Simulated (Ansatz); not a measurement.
Runs of Ansatz 0.2.0 on Mg. The structure is hexagonal, space group P6_3/mmc (No. 194). The conventional cell has a = 3.209 Å, b = 3.209 Å, c = 5.210 Å, α = 90.00°, β = 90.00°, γ = 120.00°. Around Mg (site symmetry -6m2) lie 12 Mg at 3.20 to 3.21 Å. 

```tsv
task	level	potentials or basis	spin	fixed moment (μB)	cell	k mesh	cutoff (eV)	smearing	other functionals evaluated on the density	basis error allowed	gap on the mesh (eV)	pressure (GPa)	moment (μB)
single point	PBE+D3(BJ)	all-electron PAW datasets made for the crystal	off	-	as given	10 × 10 × 5	110	cold 0.1 eV	-	-	none	-2.3	-
single point	PBE	all-electron LAPW, scalar-relativistic	off	-	as given	7 × 7 × 4	85	fermi-dirac 0.02 eV	-	0.003 eV/atom	none	-0.3	-
single point	revPBE-LDA	all-electron LAPW, non-relativistic	non-collinear, antiferromagnetic start	-	as given	8 × 8 × 4	92	fermi-dirac 0.01 eV	-	0.002 eV/atom	none	1.5	0.00
atomic charges	PBE+D3(BJ)	all-electron LAPW, scalar-relativistic	non-collinear, antiferromagnetic start	-	as given	8 × 8 × 4	104	methfessel-paxton 0.05 eV	-	0.001 eV/atom	none	(a)	0.00
```

**Question.** Fill in the values left out.

**Answer.** (a) -2.4.

Caveats: the k mesh is thin for a metal, which can move the energy by tens of meV per atom (some runs); pairwise dispersion overbinds metals, which lowers pressure and volume (some runs); the starting moments weren't kept (some runs); the program listed the state as in doubt (some runs).

A gap of «none» marks a metal or a gap under the smearing width.

The runs don't all hold the same shells in valence.
